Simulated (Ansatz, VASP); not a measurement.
**PbF2 (Fluorocronite): VASP beside Ansatz**

File INCAR:

```
PREC = Accurate
ENCUT = 520
EDIFF = 1E-6
ISMEAR = 0
SIGMA = 0.01
LREAL = False
LASPH = True
NELM = 100
ALGO = Normal
ISIF = 2
LWAVE = False
LCHARG = False
GGA = PE
NBANDS = 21
```

KPOINTS

```
Automatic mesh
0
Gamma
  6 6 6
```

POSCAR

```
PbF2
1.0
    0.0000000000      2.9636600000      2.9636600000
    2.9636600000      0.0000000000      2.9636600000
    2.9636600000      2.9636600000      0.0000000000
Pb F
1 2
Direct
    0.0000000000      0.0000000000      0.0000000000
    0.2500000000      0.2500000000      0.2500000000
    0.7500000000      0.7500000000      0.7500000000
```

Input for Ansatz:

```yaml
crystal:
  lattice:
    - [0.0, 2.96366, 2.96366]
    - [2.96366, 0.0, 2.96366]
    - [2.96366, 2.96366, 0.0]
  atoms:
    - { symbol: Pb, position: [0.0, 0.0, 0.0] }
    - { symbol: F, position: [0.25, 0.25, 0.25] }
    - { symbol: F, position: [0.75, 0.75, 0.75] }
basis:
  ecutwfc: 450.0
kpoints:
  mp_grid:
    grid: [6, 6, 6]
hamiltonian:
  xc: pbe
scf:
  occupations:
    method: fixed
output:
  write_density: true
  populations: true
  stress: true
  eigenvalues: true
```

Alike in both runs: task single point; functional PBE; k mesh 6 × 6 × 6; no spin polarisation.

|  | VASP | Ansatz |
| --- | --- | --- |
| version | VASP 6.6.1 | Ansatz 0.2.0 |
| potentials or method | VASP PAW PBE potentials, release 64 (Pb_d, F) | plane waves, PAW |
| plane-wave cutoff (eV) | 520 | 450 |
| occupations | gaussian, width 0.01 eV | fixed |
| valence electrons in the cell | 28 | 28 |

VASP gave:

| Quantity | Value |
| --- | --- |
| gap on the k mesh at the Fermi level (eV) | 4.44 |
| pressure (GPa) | 2.5 |

Task: What did Ansatz give for the same quantities?

Result: gap on the k mesh at the Fermi level (eV): 4.44; pressure (GPa): 2.7.

Caveats: spin-orbit coupling is left out, which as a rule narrows the gap of such compounds by several tenths of an eV. PBE gaps usually lie below the measured ones, often by a third to a half. A k mesh can miss the band edges.
